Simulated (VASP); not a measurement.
TiO:

```
CELL_PARAMETERS angstrom
2.70834 0.00000 0.00000
0.00000 2.70834 0.00000
0.00000 0.00000 2.70834
ATOMIC_POSITIONS crystal
Ti 0.00000 0.00000 0.00000
O 0.50000 0.50000 0.50000
```

The cell comes from a database or a generator and needn't be the stable form of this composition.

Base run:

```yaml
Program: VASP 6.6.1
Functional: r2SCAN
Potentials_or_basis: VASP PAW PBE potentials, release 64 (Ti_sv, O)
Cutoff: 520 eV
k_mesh: 7 × 7 × 7
Occupations: gaussian, width 0.05 eV
Spin: collinear spin, ferromagnetic start
Starting_moments: "[1.0, 0.0] μB"
Hubbard_terms: Ti d U = 2 eV
```

Its results: band gap on the k mesh none (metal or under the smearing width); pressure -13.0 GPa.

**Question.** The run is repeated on the same cell with these changes: spin from collinear spin, ferromagnetic start to no spin polarisation; hubbard terms from Ti d U = 2 eV to Ti d U = 4 eV. What comes out?

**Answer.** Band gap on the k mesh none (metal or under the smearing width); pressure -8.7 GPa.

Several settings changed at once, so the effect can't be laid on one alone.

Caveats: the PAW data sets were made with another functional, which shifts forces and pressure a little; U without spin polarisation on a metal has little footing (some runs).
